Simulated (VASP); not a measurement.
A run of VASP 6.6.1:

Contents of INCAR:

```
PREC = Accurate
ENCUT = 750
EDIFF = 1E-8
ISMEAR = 0
SIGMA = 0.05
LREAL = False
LASPH = True
NELM = 120
ALGO = Normal
ISIF = 2
LWAVE = False
LCHARG = False
LDIPOL = True
IDIPOL = 3
DIPOL = 0.5 0.5 0.500
GGA = PE
NBANDS = 23
LVHAR = True
LVACPOTAV = True
```

Contents of KPOINTS:

```
regular mesh
0
Gamma
  11 11 1
```

File POSCAR:

```
TiTe2
1.0
    3.7770000000      0.0000000000      0.0000000000
   -1.8885000000      3.2709779500      0.0000000000
    0.0000000000      0.0000000000     25.4153488000
Te Ti
2 1
Direct
    0.3333333333      0.6666666667      0.4328093266
    0.6666666667      0.3333333333      0.5671906734
    0.0000000000      0.0000000000      0.5000000000
```

Potentials or basis: VASP PAW PBE potentials, release 64 (Te, Ti_sv).

The run is started by

```sh
$ cat potpaw_PBE.64/Te/POTCAR potpaw_PBE.64/Ti_sv/POTCAR > POTCAR
$ mpirun -np 1 vasp_std > vasp.out
```

Hardware: 1 thread of Intel(R) Xeon(R) Platinum 8375C CPU @ 2.90GHz (Ice Lake), with other jobs on the host.

**Question.** How long does it take, and how much memory?

**Answer.** Wall time 16 min on 1 thread of Intel(R) Xeon(R) Platinum 8375C CPU @ 2.90GHz (Ice Lake), on a shared host, peak memory 0.69 GiB. Counts: scf iterations 28, k points 16.
